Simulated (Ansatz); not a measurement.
TiB$_{2}$: pressure against volume

TiB$_{2}$, P6/mmm, a = 3.017 Å, c = 3.186 Å. The structure is a COD entry; whether it is the stable form wasn't checked. Ansatz: PBEsol, PAW, 420 eV, Γ-centred 18×18×14 mesh on 3 atoms, Gaussian smearing 0.10 eV; no spin polarisation. Shape and atoms are relaxed at each volume; pressure is positive in compression.

```
V (Å³/atom) P (GPa)
      7.368    43.07
      7.619    29.78
      7.870    18.33
      8.121     8.47
      8.372    -0.03
      8.623    -7.37
      8.875        ?
      9.209   -20.85
```

Task: Take V0 = 8.372 Å³/atom, count pressures from its P0 = -0.03 GPa, fit the third-order Birch–Murnaghan form to the other rows, and predict the missing pressure.

Result: With the Eulerian strain f = ½[(V0/V)^(2/3) − 1] and y = (P − P0)/[3f(1 + 2f)^(5/2)], the form is the line y = B0 + 1.5 B0 (B0′ − 4) f. Rows (f, y): 0.04445, 261.2; 0.03242, 261.9; 0.02104, 262.4; 0.01025, 262.7; -0.00975, 263.6; -0.03077, 264.4. Means f = 0.01127, y = 262.70; Σ(Δf)² = 0.003854, ΣΔfΔy = -0.1600; the slope is their ratio. y = 263.2 − 41.52 f GPa, so B0 = 263.2 GPa and B0′ = 4 + 2 × (-41.52)/(3 × 263.2) = 3.89. At V = 8.875, f = -0.01908, y = 263.99 and P = -13.74 GPa. The run gave -13.72 GPa, so the fit is 0.02 GPa too low, within twice the rms miss on the fitted rows (0.01 GPa).